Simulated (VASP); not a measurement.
**I under changes of volume**

One of the cells (51.252 Å³/atom); the others are scaled copies at fixed shape and fractional positions:

```
CELL_PARAMETERS angstrom
4.51629 -2.31743 0.00000
4.51629 2.31743 0.00000
0.00000 0.00000 9.79378
ATOMIC_POSITIONS crystal
I 0.65961 0.34039 0.37803
I 0.15961 0.84039 0.12197
I 0.34039 0.65961 0.62197
I 0.84039 0.15961 0.87803
```

- Program: VASP 6.6.1
- Functional: PBE
- Potentials or basis: VASP PAW PBE potentials, release 64 (I)
- Cutoff: 520 eV
- k mesh: 6 × 6 × 4
- Occupations: gaussian, width 0.02 eV
- Spin: no spin polarisation

```csv
volume (Å³/atom),energy over the lowest point (meV/atom),pressure (GPa),gap on the mesh (eV),largest force (eV/Å)
49.202,?,?,?,?
50.227,1.33,0.4,1.12,0.096
51.252,0.00,0.0,1.09,0.006
52.277,1.09,-0.3,1.05,0.100
53.302,4.32,-0.7,1.01,0.187
```

Problem. What does the run at 49.202 Å³/atom give?

Solution. Energy over the lowest point 5.40 meV/atom; pressure 0.9 GPa; gap on the mesh 1.15 eV; largest force 0.207 eV/Å.

Worked out: A Birch-Murnaghan fit of order 2 (a polynomial in V^(-2/3)) to the other rows has its minimum at 51.29 Å³/atom with B0 = V·E''(V) = 18.6 GPa at fixed shape and positions, which overstates the stiffness. It gives 5.29 meV/atom at 49.202 Å³/atom, against the run's 5.40, and -dE/dV = 0.8 GPa, against 0.9. A straight line through the other rows of the gap, of slope -1.87 eV per unit of ln V, extrapolates to 1.16 eV, against the run's 1.15.

Energies are extrapolated to zero smearing.

Caveats: spin-orbit coupling is left out, which moves the levels of the heavy elements.

A mesh can miss the band edges.
